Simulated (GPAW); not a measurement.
**Mo in GPAW: the effect of functional**

Mo, a slab with vacuum:

```
CELL_PARAMETERS angstrom
2.84964 0.00000 0.00000
0.00000 2.84964 0.00000
0.00000 0.00000 25.07500
ATOMIC_POSITIONS crystal
Mo 0.50000 0.50000 0.29910
Mo 0.00000 0.00000 0.37946
Mo 0.50000 0.50000 0.45982
Mo 0.00000 0.00000 0.54018
Mo 0.50000 0.50000 0.62054
Mo 0.00000 0.00000 0.70090
```

The slab is cut from a database's or a generator's crystal, which needn't be the stable form of the element.

The cell isn't the ideal one: the (1 0 0) slab of Mo, cut from the database cell, not relaxed.

Alike in all runs:

* Program: GPAW 26.7.0
* Task: single point
* Cutoff: 450 eV
* Basis: pw
* k mesh: 9 × 9 × 1
* Occupations: fermi-dirac, width 0.05 eV
* Spin: no spin polarisation

```tsv
functional	potentials or basis	largest force (eV/Å)	work function (eV)
LDA	the program's PAW data sets (release 1.2.1) made for this functional	1.16	4.65
PBE	GPAW PAW data sets (gpaw-data 1.2.1)	0.53	4.35
PBEsol	PAW data sets generated in the run's folder for this functional	0.90	4.46
RPBE	the program's PAW data sets (release 1.2.1) made for this functional	0.34	4.20
r2SCAN	GPAW PAW data sets (gpaw-data 1.2.1)	0.53	4.39
vdW-DF-cx	GPAW PAW data sets (gpaw-data 1.2.1)	0.66	4.54
BEEF-vdW	GPAW PAW data sets (gpaw-data 1.2.1)	0.35	4.55
revPBE	the program's PAW data sets (release 1.2.1) made for this functional	0.40	4.22
WC	PAW data sets generated in the run's folder for this functional	?	?
```

**Question.** What does the run with functional WC give?

**Answer.** Largest force 0.84 eV/Å; work function 4.46 eV.

Caveats: the PAW data sets were made with another functional, which shifts forces and pressure a little (some runs).
